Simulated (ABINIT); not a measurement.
Crystal: Al2O3 (Corundum).

```
Al O
1.0
     2.38025    1.37424    4.33187
    -2.38025    1.37424    4.33187
     0.00000   -2.74848    4.33187
Al O
4 6
Direct
  0.85216 0.85216 0.85216
  0.64784 0.64784 0.64784
  0.14784 0.14784 0.14784
  0.35216 0.35216 0.35216
  0.05668 0.75000 0.44332
  0.75000 0.44332 0.05668
  0.44332 0.05668 0.75000
  0.94332 0.25000 0.55668
  0.25000 0.55668 0.94332
  0.55668 0.94332 0.25000
```

Program: ABINIT 10.8.3 (patched build). Alike in all runs: task single point; no spin polarisation; cell as given; k mesh 3 × 3 × 3; cutoff (eV) 626; smearing fermi-dirac 0.05 eV; the mesh is coarse, so values aren't converged.

Q: Order these runs on this cell by their pressure, lowest first.
A. level PBEsol; potentials or basis JTH PAW PBE v2.0
B. level PBE; potentials or basis JTH PAW PBE v2.0
C. level LDA; potentials or basis JTH PAW LDA v2.0

A: C (-6.0 GPa), A (2.8 GPa), B (7.3 GPa).

Caveats: all runs use coarse meshes; the PAW data sets were made with another functional, which shifts forces and pressure a little (some runs).

Not every run made on this cell is shown here.
